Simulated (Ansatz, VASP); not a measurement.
## Two plane-wave programs on Ag

```
Ag
1.0
     2.90370    0.00000    0.00000
    -1.45185    2.51467    0.00000
     0.00000    0.00000    4.74785
Ag
2
Direct
  0.33333 0.66667 0.25000
  0.66667 0.33333 0.75000
```

This isn't the form of Ag at room conditions, which is fcc.

Alike in both runs: task single point; functional r2SCAN; k mesh 18 × 18 × 10; occupations gaussian, width 0.1 eV; no spin polarisation.

|  | VASP | Ansatz |
| --- | --- | --- |
| version | VASP 6.6.1 | Ansatz 0.2.0 |
| potentials or method | VASP PAW PBE potentials, release 64 (Ag) | scalar-relativistic, plane waves, PAW |
| plane-wave cutoff (eV) | 520 | 500 |
| valence electrons in the cell | 22 | 38 |

```tsv
	VASP	Ansatz	Ansatz less VASP
gap on the k mesh at the Fermi level (eV)	none	none	-
pressure (GPa)	0.1	0.0	-0.13
```

A gap of «none» marks a metal or a gap that the smearing closes. The two sets of potentials don't hold the same shells in valence.

Caveats: the PAW data sets were made with another functional, which shifts forces and pressure a little (VASP).
